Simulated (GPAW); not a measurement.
Crystal: Ge.

```
CELL_PARAMETERS angstrom
-3.48417 3.48417 3.48417
3.48417 -3.48417 3.48417
3.48417 3.48417 -3.48417
ATOMIC_POSITIONS crystal
Ge 0.29890 0.29890 0.29890
Ge 0.00000 0.20110 0.50000
Ge 0.20110 0.50000 0.00000
Ge 0.50000 0.00000 0.20110
Ge 0.70110 0.70110 0.70110
Ge 0.00000 0.79890 0.50000
Ge 0.79890 0.50000 0.00000
Ge 0.50000 0.00000 0.79890
```

This isn't the form of Ge at room conditions, which is diamond.

Base run:

- Program: GPAW 26.7.0
- Functional: PBEsol
- Potentials or basis: PAW data sets generated in the run's folder for this functional
- Cutoff: 600 eV
- Basis: pw
- k mesh: 6 × 6 × 6
- Occupations: fermi-dirac, width 0.05 eV
- Spin: no spin polarisation

Its results: pressure -0.1 GPa; largest force 0.240 eV/Å.

Problem. The run is repeated on the same cell with these changes: functional from PBEsol to LDA; potentials or basis from PAW data sets generated in the run's folder for this functional to the program's PAW data sets (release 1.2.1) made for this functional. What comes out?

Solution. Pressure -2.0 GPa; largest force 0.154 eV/Å.
